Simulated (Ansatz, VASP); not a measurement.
**One calculation of SnO2, two programs**

The input INCAR:

```
SYSTEM = SnO2
ALGO = Normal ; EDIFF = 1E-6
ENCUT = 520 ; GGA = PS
ISIF = 2 ; ISMEAR = 0
LASPH = .TRUE. ; LCHARG = .FALSE.
LREAL = .FALSE. ; LWAVE = .FALSE.
NBANDS = 20 ; NELM = 100
PREC = Accurate ; SIGMA = 0.05
```

KPOINTS

```
k-points
0
G
  12 12 12
  0 0 0
```

File POSCAR:

```
SnO2
1.0
    1.5613801911      0.9014632736      4.2894384516
   -1.5613801911      0.9014632736      4.2894384516
    0.0000000000     -1.8029265473      4.2894384516
Sn O
1 2
Direct
    0.5000000000      0.5000000000      0.5000000000
    0.2223917300      0.2223917300      0.2223917300
    0.7776082700      0.7776082700      0.7776082700
```

Input for Ansatz:

```yaml
crystal:
  lattice:
    - [1.5613801911, 0.9014632736, 4.2894384516]
    - [-1.5613801911, 0.9014632736, 4.2894384516]
    - [0.0, -1.8029265473, 4.2894384516]
  atoms:
    - { symbol: Sn, position: [0.5, 0.5, 0.5] }
    - { symbol: O, position: [0.22239173, 0.22239173, 0.22239173] }
    - { symbol: O, position: [0.77760827, 0.77760827, 0.77760827] }
basis:
  ecutwfc: 520.0
kpoints:
  mp_grid: { grid: [12, 12, 12] }
hamiltonian:
  xc: pbesol
  pseudopotentials: { kind: paw, azcp: { folder: soft_1 } }
scf:
  occupations: { method: gaussian, width: 0.05 }
output:
  forces: true
  stress: true
  eigenvalues: true
```

Alike in both runs: task single point; functional PBEsol; k mesh 12 × 12 × 12; occupations gaussian, width 0.05 eV; no spin polarisation.

|  | VASP | Ansatz |
| --- | --- | --- |
| version | VASP 6.6.1 | Ansatz 0.2.0 |
| potentials or method | VASP PAW PBE potentials, release 64 (Sn_d, O) | scalar-relativistic, plane waves, PAW |
| plane-wave cutoff (eV) | 520 | 520 |
| valence electrons in the cell | 26 | 26 |

|  | VASP | Ansatz | Ansatz less VASP |
| --- | --- | --- | --- |
| gap on the k mesh at the Fermi level (eV) | 3.03 | 3.02 | -0.005 |
| least direct gap on the mesh (eV) | 4.37 | 4.35 | -0.015 |
| rms of the force components (eV/Å) | 2.764 | 2.716 | -0.0484 |

Atom by atom the forces differ by 0.048 eV/Å (rms over components). Ansatz warned: «pseudo_functional_mismatch».

Caveats: the PAW data sets were made with another functional, which shifts forces and pressure a little (VASP); spin-orbit coupling is left out, which moves the levels of the heavy elements. A k mesh can miss the band edges.
